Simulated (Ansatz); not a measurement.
Relaxed CaF₂ (fluorite):

```
CaF2
1.0
    0.00000     2.75551     2.75551
    2.75551     0.00000     2.75551
    2.75551     2.75551     0.00000
Ca F
1 2
Direct
  0.00000   0.00000   0.00000
  0.25000   0.25000   0.25000
  0.75000   0.75000   0.75000
```

Two-dimensional scan of atom 3 (F, nearest neighbour Ca at 2.386 Å; its periodic images, 3.9 Å or more away, move with it): u runs along (0.707, 0.707, 0.000), v along (0.000, 0.000, 1.000) (Cartesian). Cell and other atoms are fixed.

Calculation: PBE (plane waves to 420 eV, PAW, scalar-relativistic; Ansatz, an electronic-structure program). k mesh 8×8×8 (Γ-centred), Fermi-Dirac smearing 0.05 eV. Fu and Fv are the components of the force on the atom. CaF2 was relaxed with its symmetry unable to fall. The PAW data are Ansatz's earlier set.

Changes of Fv (eV/Å) from the point u = 0.000 Å, v = 0.000 Å when one coordinate moves alone (two changes are said to add if the coupling is within 5 % of the smaller one, nearly so within 20 %):

| point | change |
|---|---|
| u = 0.000 Å, v = -0.360 Å | 1.686 |
| u = 0.000 Å, v = -0.180 Å | 0.776 |
| u = -0.360 Å, v = 0.000 Å | -0.670 |
| u = -0.180 Å, v = 0.000 Å | -0.154 |
| u = 0.180 Å, v = 0.000 Å | -0.154 |
| u = 0.360 Å, v = 0.000 Å | -0.670 |
| u = 0.000 Å, v = 0.180 Å | -0.776 |
| u = 0.000 Å, v = 0.360 Å | -1.686 |

Problem. What is the change at u = -0.360 Å, v = -0.360 Å, where both move, and how far is it from the sum?

Solution. The sum of the single changes is -0.670 + (1.686) = 1.016; the calculation gives 1.236, so the coupling contributes 0.220 (over 20 % of the smaller single change, not additive).

Problem. What is the change at u = -0.180 Å, v = -0.360 Å, where both move, and how far is it from the sum?

Solution. The sum of the single changes is -0.154 + (1.686) = 1.532; the calculation gives 1.574, so the coupling contributes 0.042 (over 20 % of the smaller single change, not additive).

Problem. Do the two effects add at u = -0.180 Å, v = -0.180 Å? Give the computed change.

Solution. The sum of the single changes is -0.154 + (0.776) = 0.622; the calculation gives 0.658, so the coupling contributes 0.036 (over 20 % of the smaller single change, not additive).

(A displaced cell: forces are minus the slopes of the energy, force constants its curvatures, and phonons follow from these.)
